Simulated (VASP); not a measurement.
# N (Fm-3m) in VASP: single point with PBE

Aim: the single point of N with PBE.

Program: VASP 6.6.1. These are calculated values, not measurements. Logs are shortened: lines on timing, memory, paths and dates and some standing lists are left out, and cuts for length are marked.

### 1 Starting point

Symmetry: Fm-3m, No. 225, cubic system. Conventional cell: a = 3.121 Å, b = 3.121 Å, c = 3.121 Å, α = 90.00°, β = 90.00°, γ = 90.00°. Around N (site symmetry m-3m) lie 12 N at 2.21 Å.

The cell was built by a generator and needn't be a form met in nature.

### 2 Single point, PBE

INCAR reads:

```
SYSTEM = N
PREC = Accurate
ENCUT = 520
EDIFF = 1E-7
ISMEAR = -1
SIGMA = 0.13605693000000002
LREAL = .FALSE.
LASPH = .TRUE.
NELM = 60
ALGO = Normal
ISIF = 2
LWAVE = .FALSE.
LCHARG = .TRUE.
GGA = PE
LELF = .TRUE.
LVHAR = .TRUE.
NBANDS = 8
```

KPOINTS reads:

```
Automatic mesh
0
G
  18 18 18
  0 0 0
```

POSCAR reads:

```
N
1.0
    0.0000000000      1.5606276239      1.5606276239
    1.5606276239      0.0000000000      1.5606276239
    1.5606276239      1.5606276239      0.0000000000
N
1
Direct
    0.0000000000      0.0000000000      0.0000000000
```

Potentials or basis: VASP PAW PBE potentials, release 64 (N).

Run with:

```console
$ cat potpaw_PBE.64/N/POTCAR > POTCAR
$ mpirun -np 1 vasp_std > vasp.out
```

OUTCAR:

```text
SYSTEM = N
   PREC = Accurate
   ENCUT = 520
   EDIFF = 1E-7
   ISMEAR = -1
   LREAL = .FALSE.
   LASPH = .TRUE.
   NELM = 60
   ISIF = 2
   GGA = PE

 ion  position               nearest neighbor table
   1  0.000  0.000  0.000-

  LATTYP: Found a face centered cubic cell.
 ALAT       =     3.1212552478

  Lattice vectors:

 A1 = (   0.0000000000,   1.5606276239,   1.5606276239)
 A2 = (   1.5606276239,   0.0000000000,   1.5606276239)
 A3 = (   1.5606276239,   1.5606276239,   0.0000000000)

Analysis of symmetry for initial positions (statically):
=====================================================================
 Subroutine PRICEL returns:
 Original cell was already a primitive cell.

 Routine SETGRP: Setting up the symmetry group for a
 face centered cubic supercell.

 Subroutine GETGRP returns: Found 48 space group operations
 (whereof 48 operations were pure point group operations)
 out of a pool of 48 trial point group operations.

The static configuration has the point symmetry O_h .

Analysis of symmetry for dynamics (positions and initial velocities):
=====================================================================
 Subroutine PRICEL returns:
 Original cell was already a primitive cell.

 Routine SETGRP: Setting up the symmetry group for a
 face centered cubic supercell.

 Subroutine GETGRP returns: Found 48 space group operations
 (whereof 48 operations were pure point group operations)
 out of a pool of 48 trial point group operations.

The dynamic configuration has the point symmetry O_h .

 Subroutine INISYM returns: Found 48 space group operations
 (whereof 48 operations are pure point group operations),
 and found     1 'primitive' translations

----------------------------------------------------------------------------------------

                                     Primitive cell

  volume of cell :       7.6020

  direct lattice vectors                    reciprocal lattice vectors
     0.000000000  1.560627624  1.560627624    -0.320383923  0.320383923  0.320383923
     1.560627624  0.000000000  1.560627624     0.320383923 -0.320383923  0.320383923
     1.560627624  1.560627624  0.000000000     0.320383923  0.320383923 -0.320383923

  length of vectors
     2.207060752  2.207060752  2.207060752     0.554921232  0.554921232  0.554921232

  position of ions in fractional coordinates (direct lattice)
     0.000000000  0.000000000  0.000000000

  ion indices of the primitive-cell ions
   primitive index   ion index
                 1           1

----------------------------------------------------------------------------------------

 KPOINTS: Automatic mesh

Automatic generation of k-mesh.
 Grid dimensions read from file:
 generate k-points for:   18   18   18

 Generating k-lattice:

  Cartesian coordinates                     Fractional coordinates (reciprocal lattice)
    -0.017799107  0.017799107  0.017799107     0.055555556  0.000000000  0.000000000
     0.017799107 -0.017799107  0.017799107     0.000000000  0.055555556  0.000000000
     0.017799107  0.017799107 -0.017799107     0.000000000  0.000000000  0.055555556

  Length of vectors
     0.030828957  0.030828957  0.030828957

  Shift w.r.t. Gamma in fractional coordinates (k-lattice)
     0.000000000  0.000000000  0.000000000

 Subroutine IBZKPT returns following result:
 ===========================================

 Found    195 irreducible k-points:

 Following reciprocal coordinates:
            Coordinates               Weight
  0.000000  0.000000  0.000000      1.000000
  0.055556  0.000000  0.000000      8.000000
  0.111111  0.000000  0.000000      8.000000
  0.166667  0.000000  0.000000      8.000000
  0.222222  0.000000  0.000000      8.000000
  0.277778  0.000000  0.000000      8.000000
[... 16 lines left out ...]
 -0.277778  0.055556  0.000000     24.000000
 -0.222222  0.055556  0.000000     24.000000
 [... further k-points ...]
   k-points           NKPTS =    195   k-points in BZ     NKDIM =    195   number of bands    NBANDS=      8
   number of dos      NEDOS =    301   number of ions     NIONS =      1
   total plane-waves  NPLWV =   4096
   dimension x,y,z NGX =    16 NGY =   16 NGZ =   16
   dimension x,y,z NGXF=    32 NGYF=   32 NGZF=   32
   ions per type =               1
   NGX,Y,Z   is equivalent  to a cutoff of  12.05, 12.05, 12.05 a.u.
   NGXF,Y,Z  is equivalent  to a cutoff of  24.10, 24.10, 24.10 a.u.
 SYSTEM =  N
   PREC   = accura    normal or accurate (medium, high low for compatibility)
   ISTART =      0    job   : 0-new  1-cont  2-samecut
   ICHARG =      2    charge: 1-file 2-atom 10-const
   ISPIN  =      1    spin polarized calculation?
   LNONCOLLINEAR =      F non collinear calculations
   LSORBIT =      F    spin-orbit coupling
   LASPH  =      T    aspherical Exc in radial PAW
   ENCUT  =  520.0 eV  38.22 Ry    6.18 a.u.   4.10  4.10  4.10*2*pi/ulx,y,z
   NELM   =     60;   NELMIN=  2; NELMDL= -5     # of ELM steps
   EDIFF  = 0.1E-06   stopping-criterion for ELM
   LREAL  =      F    real-space projection
   EDIFFG = 0.1E-05   stopping-criterion for IOM
   NSW    =      0    number of steps for IOM
   IBRION =     -1    ionic relax: 0-MD 1-quasi-New 2-CG
   NFREE  =      0    steps in history (QN), initial steepest desc. (CG)
   ISIF   =      2    stress and relaxation
   ISYM   =      2    0-nonsym 1-usesym 2-fastsym
   POTIM  = 0.5000    time-step for ionic-motion
   TEBEG  =    0.0;   TEEND  =   0.0 temperature during run
   PSTRESS=    0.0 pullay stress
   NELECT =       5.0000    total number of electrons
   NUPDOWN=      -1.0000    fix difference up-down
   EMIN   =  10.00;   EMAX   =-10.00  energy-range for DOS
   EFERMI =   0.00;   METHOD = LEGACY
   ISMEAR =    -1;   SIGMA  =   0.14  broadening in eV -4-tet -1-fermi 0-gaus
   EFERMI_NEDOS =   21; number of points for ismear=-14 and -15
   IALGO  =     38    algorithm
   IMIX   =      4    mixing-type and parameters
     AMIX     =   0.40;   BMIX     =  1.00
     AMIX_MAG =   1.60;   BMIX_MAG =  1.00
  volume/ion in A,a.u.               =       7.60        51.30
  Fermi-wavevector in a.u.,A,eV,Ry     =   1.423712  2.690426 27.578417  2.026956
  Thomas-Fermi vector in A             =   2.544281
   LORBIT       =      0    0 simple, 1 ext, 2 COOP (PROOUT), +10 PAW based schemes
   GGA     = PE    functional components
   LHFCALC =     F    Hartree Fock is set to
   AEXX    =    0.0000 exact exchange contribution
   IVDW    =     0    specifies the selected vdW correction
   LEPSILON=     F    determine dielectric tensor
   LRPA    =     F    only Hartree local field effects (RPA)
 non-spin polarized calculation
  energy-cutoff  :      520.00
  volume of cell :        7.60
 maximum number of plane-waves:       212
   NGX =  9   NGY =  9   NGZ =  9

 number of electron       5.0000000 magnetization

 Free energy of the ion-electron system (eV)
  ---------------------------------------------------
  ext. energy  EPLUGINS =         0.00000000
  ---------------------------------------------------
  free energy    TOTEN  =        -3.85979751 eV

  energy without entropy =       -3.81636431  energy(sigma->0) =       -3.83808091

 E-fermi :   5.3099     XC(G=0): -12.5743

 val. band max:        5.2903423488   @ k =   0.4444   0.3333   0.0556
 cond. band min:       5.3238443644   @ k =  -0.4444   0.3889   0.1111
 fundamental gap:      0.0335020156
 Fermi energy:         5.3099189303

 k-point     1 :       0.0000    0.0000    0.0000
  band No.  band energies     occupation
      1     -14.6857      2.00000
      2       9.3037      0.00000
      3       9.3037      0.00000
      4       9.3037      0.00000
      5      28.5818      0.00000
      6      37.1288      0.00000
      7      37.1288      0.00000
      8      37.1288      0.00000

 k-point     2 :       0.0556    0.0000    0.0000
  band No.  band energies     occupation
      1     -14.5741      2.00000
      2       9.0056      0.00000
      3       9.2638      0.00000
      4       9.2638      0.00000
      5      28.6855      0.00000
      6      35.8976      0.00000
      7      37.2700      0.00000
      8      37.2700      0.00000

 k-point     3 :       0.1111    0.0000    0.0000
  band No.  band energies     occupation
      1     -14.2409      2.00000
      2       8.1441      0.00000
      3       9.1506      0.00000
      4       9.1506      0.00000
      5      28.9552      0.00000
      6      33.9684      0.00000
      7      37.6048      0.00000
      8      37.6048      0.00000

 k-point     4 :       0.1667    0.0000    0.0000
  band No.  band energies     occupation
      1     -13.6901      2.00000
      2       6.8121      0.00003
      3       8.9829      0.00000
      4       8.9829      0.00000
      5      29.2453      0.00000
      6      32.3920      0.00000
      7      37.8243      0.00000
      8      37.8243      0.00000

 k-point     5 :       0.2222    0.0000    0.0000
  band No.  band energies     occupation
      1     -12.9306      2.00000
      2       5.1371      1.56152
      3       8.7855      0.00000
      4       8.7855      0.00000
      5      29.2309      0.00000
      6      31.5406      0.00000
      7      37.5274      0.00000
      8      37.5274      0.00000
[... 177 lines left out ...]
 k-point    22 :      -0.3333    0.0556    0.0000
  band No.  band energies     occupation
      1     -10.3755      2.00000
      2       0.7437      2.00000
      3       7.8969      0.00000
      4       8.4638      0.00000
      5      28.1977      0.00000
      6      31.3023      0.00000
      7      35.2493      0.00000
      8      35.7845      0.00000

 k-point    23 :      -0.2778    0.0556    0.0000
  band No.  band energies     occupation
      1     -11.5290      2.00000
      2       2.6599      2.00000
      3       8.0401      0.00000
      4       8.6759      0.00000
      5      28.6887      0.00000
      6      31.2844      0.00000
      7      35.7498      0.00000
      8      36.6003      0.00000

 k-point    24 :      -0.2222    0.0556    0.0000
  band No.  band energies     occupation
      1     -12.5377      2.00000
      2       4.5510      1.99247
      3       8.2402      0.00000
      4       8.8898      0.00000
      5      29.2070      0.00000
      6      31.2760      0.00000
      7      36.4638      0.00000
      8      37.5259      0.00000

 [... further k-points ...]

------------------------ aborting loop because EDIFF is reached ----------------------------------------

  FORCE on cell =-STRESS in cart. coord.  units (eV):
  Direction    XX          YY          ZZ          XY          YZ          ZX
  --------------------------------------------------------------------------------------
  -------------------------------------------------------------------------------------
  Total        0.0016866      0.0016866      0.0016866      0.0000000      0.0000000      0.0000000
  in kB        0.3554657      0.3554657      0.3554657      0.0000000      0.0000000      0.0000000
  external PRESSURE =       0.3554657 kB  Pullay stress =       0.0000000 kB

 VOLUME and BASIS-vectors are now :
 -----------------------------------------------------------------------------
  energy-cutoff  :      520.00
  volume of cell :        7.60
      direct lattice vectors                 reciprocal lattice vectors
     0.000000000  1.560627624  1.560627624    -0.320383923  0.320383923  0.320383923
     1.560627624  0.000000000  1.560627624     0.320383923 -0.320383923  0.320383923
     1.560627624  1.560627624  0.000000000     0.320383923  0.320383923 -0.320383923

 POSITION                                       TOTAL-FORCE (eV/Angst)
 -----------------------------------------------------------------------------------
      0.00000      0.00000      0.00000        -0.000000      0.000000     -0.000000
 -----------------------------------------------------------------------------------
    total drift:                                0.000000      0.000000      0.000000

  FREE ENERGIE OF THE ION-ELECTRON SYSTEM (eV)
  ---------------------------------------------------
  free  energy   TOTEN  =        -3.8597975078 eV

  energy  without entropy=       -3.8163643093  energy(sigma->0) =       -3.83808091
```

Wall time 8 s (1 thread of Intel Xeon Platinum 8259CL at 2.50GHz (Skylake/Cascade Lake), shared host); peak memory 0.11 GiB.

Results:

```
Free energy            : -3.8598 eV
Pressure               : 0.0 GPa
Band gap on the k mesh : none (metal or under the smearing width)
```

Levels at points of the mesh, in eV from the Fermi level:
```csv
k point,band 1,band 2,band 3,band 4,band 5
"(0.00, 0.00, 0.00)",-20.00,3.99,3.99,3.99,23.27
"(0.50, 0.00, 0.00)",-13.32,-8.05,2.83,2.83,22.11
"(0.50, 0.50, 0.00)",-10.84,-6.62,0.15,0.15,15.08
```
